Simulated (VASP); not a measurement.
# P (Imma) in VASP: settings compared

One crystal, P, is run at these levels: PBE+ULG, HSE03+D4; tasks: density of states, electric field gradients.

All numbers are computed with VASP 6.6.1; they aren't measurements. Logs are shortened: lines on timing, memory, paths and dates and some standing lists are left out, and cuts for length are marked.

### 1 The structure

It takes space group Imma (No. 74, orthorhombic). Conventional cell: a = 3.383 Å, b = 5.030 Å, c = 3.718 Å, α = 90.00°, β = 90.00°, γ = 90.00°. P (site symmetry mm2) is surrounded by 4 P at 2.24 to 2.55 Å.

This isn't the form of P at room conditions, which is orthorhombic.

### 2 Density of states, PBE+ULG (volume scaled by 1.08)

File POSCAR:

```
P
1.0
   -1.7354648924      2.5805230294      1.9072498551
    1.7354648924     -2.5805230294      1.9072498551
    1.7354648924      2.5805230294     -1.9072498551
P
2
Cartesian
    1.7354648924      1.2902615147      1.7039022705
    0.0000000000      1.2902615147      0.2033475846
```

File INCAR.step1:

```
  PREC = Accurate
  ENCUT = 550
  EDIFF = 1E-7
  ISMEAR = 0
  SIGMA = 0.1
  LREAL = F
  LASPH = T
  NELM = 100
  ALGO = Normal
  ISIF = 2
  LWAVE = F
  LCHARG = T
  GGA = PE
  IVDW = 3
  NBANDS = 12
```

File KPOINTS.step1:

```
regular mesh
0
Gamma
  11 11 11
```

File INCAR.step2:

```
  PREC = Accurate
  ENCUT = 550
  EDIFF = 1E-7
  ISMEAR = -5
  SIGMA = 0.1
  LREAL = F
  LASPH = T
  NELM = 100
  ALGO = Normal
  ISIF = 2
  LWAVE = F
  LCHARG = F
  GGA = PE
  IVDW = 3
  LORBIT = 10
  NBANDS = 12
  NEDOS = 1001
  ICHARG = 11
```

File KPOINTS.step2:

```
regular mesh
0
Gamma
  17 17 17
```

Potentials or basis: VASP PAW PBE potentials, release 64 (P_GW).

Started as:

```bash
$ cat potpaw_PBE.64/P_GW/POTCAR > POTCAR
$ cp INCAR.step1 INCAR
$ cp KPOINTS.step1 KPOINTS
$ mpirun -np 1 vasp_std > vasp.out
$ cp INCAR.step2 INCAR
$ cp KPOINTS.step2 KPOINTS
$ mpirun -np 1 vasp_std > vasp.out
```

OUTCAR:

```text
PREC = Accurate
   ENCUT = 550
   EDIFF = 1E-7
   ISMEAR = -5
   LREAL = F
   LASPH = T
   NELM = 100
   ISIF = 2
   GGA = PE
   IVDW = 3
   LORBIT = 10
   ICHARG = 11
  IVDW =   3

 ion  position               nearest neighbor table
   1  0.697  0.947  0.750-   2 2.29   2 2.29
   2  0.303  0.053  0.250-   1 2.29   1 2.29

  LATTYP: Found a body centered orthorhombic cell.
 ALAT       =     3.4709297848
 B/A-ratio  =     1.0989849829
 C/A-ratio  =     1.4869347347

  Lattice vectors:

 A1 = (   1.7354648924,  -2.5805230294,  -1.9072498551)
 A2 = (  -1.7354648924,  -2.5805230294,   1.9072498551)
 A3 = (  -1.7354648924,   2.5805230294,  -1.9072498551)

Analysis of symmetry for initial positions (statically):
=====================================================================
 Subroutine PRICEL returns:
 Original cell was already a primitive cell.

 Routine SETGRP: Setting up the symmetry group for a
 body centered orthorhombic supercell.

 Subroutine GETGRP returns: Found  8 space group operations
 (whereof  4 operations were pure point group operations)
 out of a pool of  8 trial point group operations.

The static configuration has the point symmetry C_2h.
 The point group associated with its full space group is D_2h.

Analysis of symmetry for dynamics (positions and initial velocities):
=====================================================================
 Subroutine PRICEL returns:
 Original cell was already a primitive cell.

 Routine SETGRP: Setting up the symmetry group for a
 body centered orthorhombic supercell.

 Subroutine GETGRP returns: Found  8 space group operations
 (whereof  4 operations were pure point group operations)
 out of a pool of  8 trial point group operations.

The dynamic configuration has the point symmetry C_2h.
 The point group associated with its full space group is D_2h.

 Subroutine INISYM returns: Found  8 space group operations
 (whereof  4 operations are pure point group operations),
 and found     1 'primitive' translations

----------------------------------------------------------------------------------------

                                     Primitive cell

  volume of cell :      34.1658

  direct lattice vectors                    reciprocal lattice vectors
    -1.735464892  2.580523029  1.907249855     0.000000000  0.193759170  0.262157577
     1.735464892 -2.580523029  1.907249855     0.288107240  0.000000000  0.262157577
     1.735464892  2.580523029 -1.907249855     0.288107240  0.193759170  0.000000000

  length of vectors
     3.648087103  3.648087103  3.648087103     0.325989587  0.389528403  0.347200803

  position of ions in fractional coordinates (direct lattice)
     0.696690890  0.946690890  0.750000000
     0.303309110  0.053309110  0.250000000

  ion indices of the primitive-cell ions
   primitive index   ion index
                 1           1
                 2           2

----------------------------------------------------------------------------------------

 KPOINTS: regular mesh

Automatic generation of k-mesh.
 Grid dimensions read from file:
 generate k-points for:   17   17   17

 Generating k-lattice:

  Cartesian coordinates                     Fractional coordinates (reciprocal lattice)
     0.000000000  0.011397598  0.015421034     0.058823529 -0.000000000  0.000000000
     0.016947485  0.000000000  0.015421034     0.000000000  0.058823529  0.000000000
     0.016947485  0.011397598  0.000000000     0.000000000 -0.000000000  0.058823529

  Length of vectors
     0.019175858  0.022913435  0.020423577

  Shift w.r.t. Gamma in fractional coordinates (k-lattice)
     0.000000000  0.000000000  0.000000000

 TETIRR: Found  12361 inequivalent tetrahedra from    29478

 Subroutine IBZKPT returns following result:
 ===========================================

 Found    729 irreducible k-points:

 Following reciprocal coordinates:
            Coordinates               Weight
  0.000000  0.000000  0.000000      1.000000
  0.058824 -0.000000  0.000000      4.000000
  0.117647 -0.000000  0.000000      4.000000
  0.176471  0.000000 -0.000000      4.000000
  0.235294 -0.000000  0.000000      4.000000
  0.294118  0.000000 -0.000000      4.000000
[... 16 lines left out ...]
 -0.235294  0.058824 -0.000000      8.000000
 -0.176471  0.058824  0.000000      8.000000
 [... further k-points ...]
   k-points           NKPTS =    729   k-points in BZ     NKDIM =    729   number of bands    NBANDS=     12
   number of dos      NEDOS =   1001   number of ions     NIONS =      2
   total plane-waves  NPLWV =  21952
   dimension x,y,z NGX =    28 NGY =   28 NGZ =   28
   dimension x,y,z NGXF=    56 NGYF=   56 NGZF=   56
   ions per type =               2
   NGX,Y,Z   is equivalent  to a cutoff of  12.76, 12.76, 12.76 a.u.
   NGXF,Y,Z  is equivalent  to a cutoff of  25.52, 25.52, 25.52 a.u.
 SYSTEM =  unknown system
   PREC   = accura    normal or accurate (medium, high low for compatibility)
   ISTART =      0    job   : 0-new  1-cont  2-samecut
   ICHARG =     11    charge: 1-file 2-atom 10-const
   ISPIN  =      1    spin polarized calculation?
   LNONCOLLINEAR =      F non collinear calculations
   LSORBIT =      F    spin-orbit coupling
   LASPH  =      T    aspherical Exc in radial PAW
   ENCUT  =  550.0 eV  40.42 Ry    6.36 a.u.   6.98  6.98  6.98*2*pi/ulx,y,z
   NELM   =    100;   NELMIN=  2; NELMDL=  0     # of ELM steps
   EDIFF  = 0.1E-06   stopping-criterion for ELM
   LREAL  =      F    real-space projection
   EDIFFG = 0.1E-05   stopping-criterion for IOM
   NSW    =      0    number of steps for IOM
   IBRION =     -1    ionic relax: 0-MD 1-quasi-New 2-CG
   NFREE  =      0    steps in history (QN), initial steepest desc. (CG)
   ISIF   =      2    stress and relaxation
   ISYM   =      2    0-nonsym 1-usesym 2-fastsym
   POTIM  = 0.5000    time-step for ionic-motion
   TEBEG  =    0.0;   TEEND  =   0.0 temperature during run
   PSTRESS=    0.0 pullay stress
   NELECT =      10.0000    total number of electrons
   NUPDOWN=      -1.0000    fix difference up-down
   EMIN   =  10.00;   EMAX   =-10.00  energy-range for DOS
   EFERMI =   0.00;   METHOD = LEGACY
   ISMEAR =    -5;   SIGMA  =   0.10  broadening in eV -4-tet -1-fermi 0-gaus
   EFERMI_NEDOS =   21; number of points for ismear=-14 and -15
   IALGO  =     38    algorithm
   IMIX   =      4    mixing-type and parameters
     AMIX     =   0.40;   BMIX     =  1.00
     AMIX_MAG =   1.60;   BMIX_MAG =  1.00
  volume/ion in A,a.u.               =      17.08       115.28
  Fermi-wavevector in a.u.,A,eV,Ry     =   1.086954  2.054045 16.074858  1.181469
  Thomas-Fermi vector in A             =   2.223102
   LORBIT       =     10    0 simple, 1 ext, 2 COOP (PROOUT), +10 PAW based schemes
   GGA     = PE    functional components
   LHFCALC =     F    Hartree Fock is set to
   AEXX    =    0.0000 exact exchange contribution
   IVDW    =     3    specifies the selected vdW correction
   LEPSILON=     F    determine dielectric tensor
   LRPA    =     F    only Hartree local field effects (RPA)
 non-spin polarized calculation
 Fermi weights with tetrahedron method with Bloechl corrections
  energy-cutoff  :      550.00
  volume of cell :       34.17
 maximum number of plane-waves:      1020

 number of electron      10.0000001 magnetization

 Free energy of the ion-electron system (eV)
  ---------------------------------------------------
  ext. energy  EPLUGINS =         0.00000000
  ---------------------------------------------------
  free energy    TOTEN  =       -10.58285756 eV

  energy without entropy =      -10.58285756  energy(sigma->0) =      -10.58285756

 E-fermi :   7.5588     XC(G=0): -10.5707

 val. band max:        7.5629023124   @ k =   0.1765  -0.1765   0.1176
 cond. band min:       7.3407191566   @ k =   0.4118   0.3529   0.1176
 fundamental gap:     -0.2221831558
 Fermi energy:         7.5587910305

 k-point     1 :       0.0000    0.0000    0.0000
  band No.  band energies     occupation
      1      -8.1847      2.00000
      2       3.8231      2.00000
      3       4.5709      2.00000
      4       4.7583      2.00000
      5       5.4365      2.00000
      6       8.9803      0.00000
      7       9.8094      0.00000
      8      11.3414      0.00000
      9      12.8462      0.00000
     10      13.8699      0.00000
     11      14.3496      0.00000
     12      14.3792      0.00000

 k-point     2 :       0.0588   -0.0000    0.0000
  band No.  band energies     occupation
      1      -8.1393      2.00000
      2       3.1765      2.00000
      3       4.7436      2.00000
      4       4.9513      2.00000
      5       5.5564      2.00000
      6       9.0534      0.00000
      7       9.7543      0.00000
      8      11.1427      0.00000
      9      12.9283      0.00000
     10      13.3664      0.00000
     11      14.1889      0.00000
     12      15.1684      0.00000

 k-point     3 :       0.1176   -0.0000    0.0000
  band No.  band energies     occupation
      1      -8.0041      2.00000
      2       2.1713      2.00000
      3       4.7032      2.00000
      4       5.1314      2.00000
      5       5.9588      2.00000
      6       9.1913      0.00000
      7       9.6071      0.00000
      8      10.6701      0.00000
      9      12.9778      0.00000
     10      13.2027      0.00000
     11      13.9976      0.00000
     12      16.1172      0.00000
[... 286 lines left out ...]
 k-point    23 :      -0.2353    0.0588   -0.0000
  band No.  band energies     occupation
      1      -7.6337      2.00000
      2       0.7471      2.00000
      3       4.1370      2.00000
      4       5.3797      2.00000
      5       6.5249      2.00000
      6       8.7467      0.00000
      7       9.3192      0.00000
      8      10.3404      0.00000
      9      12.8535      0.00000
     10      13.7598      0.00000
     11      14.4529      0.00000
     12      16.9074      0.00000

 k-point    24 :      -0.1765    0.0588    0.0000
  band No.  band energies     occupation
      1      -7.8861      2.00000
      2       1.7787      2.00000
      3       4.2409      2.00000
      4       5.2147      2.00000
      5       6.3323      2.00000
      6       8.9476      0.00000
      7       9.6027      0.00000
      8      10.6593      0.00000
      9      12.5904      0.00000
     10      13.4700      0.00000
     11      14.0372      0.00000
     12      16.0685      0.00000

 [... further k-points ...]

------------------------ aborting loop because EDIFF is reached ----------------------------------------

  ULGs method for vdW energy calculation

  Number of pair interactions contributing to vdW energy:   46116

  Edisp (eV):   -0.58845

  FORCE on cell =-STRESS in cart. coord.  units (eV):
  Direction    XX          YY          ZZ          XY          YZ          ZX
  --------------------------------------------------------------------------------------
  -------------------------------------------------------------------------------------
  Total      -1.57155    -1.58575    -1.24084     0.00000     0.00000     0.00000
  in kB     -73.69673   -74.36258   -58.18843     0.00000     0.00000     0.00000
  external pressure =      -68.75 kB  Pullay stress =        0.00 kB

 VOLUME and BASIS-vectors are now :
 -----------------------------------------------------------------------------
  energy-cutoff  :      550.00
  volume of cell :       34.17
      direct lattice vectors                 reciprocal lattice vectors
    -1.735464892  2.580523029  1.907249855     0.000000000  0.193759170  0.262157577
     1.735464892 -2.580523029  1.907249855     0.288107240  0.000000000  0.262157577
     1.735464892  2.580523029 -1.907249855     0.288107240  0.193759170  0.000000000

 POSITION                                       TOTAL-FORCE (eV/Angst)
 -----------------------------------------------------------------------------------
      1.73546      1.29026      1.70390        -0.000000      0.000000     -0.162675
     -0.00000      1.29026      0.20335         0.000000     -0.000000      0.162675
 -----------------------------------------------------------------------------------
    total drift:                                0.000000     -0.000000     -0.000000

  FREE ENERGIE OF THE ION-ELECTRON SYSTEM (eV)
  ---------------------------------------------------
  free  energy   TOTEN  =       -11.1713073687 eV

  energy  without entropy=      -11.1713073687  energy(sigma->0) =      -11.17130737

 total charge

# of ion       s       p       d       tot
------------------------------------------
    1        1.219   1.464   0.100   2.783
    2        1.219   1.464   0.100   2.783
--------------------------------------------------
tot          2.438   2.928   0.200   5.566
```

It took 3.9 min on 1 thread of Intel Xeon Platinum 8375C at 2.90GHz (Ice Lake), shared host; peak memory 0.41 GiB.

What came out:

```yaml
Valence_electrons_inside_the_program's_atomic_spheres: P 2.78
Dispersion_energy_per_atom: -0.294 eV
```

States per cell in windows of 1 eV (zero at the Fermi level; states under -8 eV left out):
```tsv
from (eV)	total	P1_p	P2_p	P1_d	P2_d	P1_s	P2_s
-8.0	0.31	0.04	0.04	0.00	0.00	0.05	0.05
-7.0	0.77	0.14	0.14	0.00	0.00	0.04	0.04
-6.0	0.89	0.18	0.18	0.01	0.01	0.03	0.03
-5.0	1.17	0.26	0.26	0.01	0.01	0.03	0.03
-4.0	1.17	0.27	0.27	0.02	0.02	0.03	0.03
-3.0	0.93	0.21	0.21	0.02	0.02	0.04	0.04
-2.0	0.81	0.18	0.18	0.02	0.02	0.05	0.05
-1.0	0.28	0.06	0.06	0.01	0.01	0.02	0.02
0.0	0.74	0.14	0.14	0.03	0.03	0.04	0.04
1.0	1.60	0.31	0.31	0.07	0.07	0.07	0.07
2.0	1.02	0.22	0.22	0.05	0.05	0.04	0.04
3.0	1.15	0.26	0.26	0.06	0.06	0.03	0.03
4.0	0.97	0.20	0.20	0.07	0.07	0.02	0.02
5.0	1.18	0.23	0.23	0.09	0.09	0.02	0.02
6.0	1.29	0.22	0.22	0.11	0.11	0.02	0.02
7.0	0.97	0.13	0.13	0.11	0.11	0.01	0.01
```

Caveat: atom-pairwise D2, TS and ULG terms overbind metals; pairwise dispersion overbinds metals, which lowers pressure and volume; tetrahedron occupations give inexact forces and stress in metals.

(Continued in part 2 of 2.)
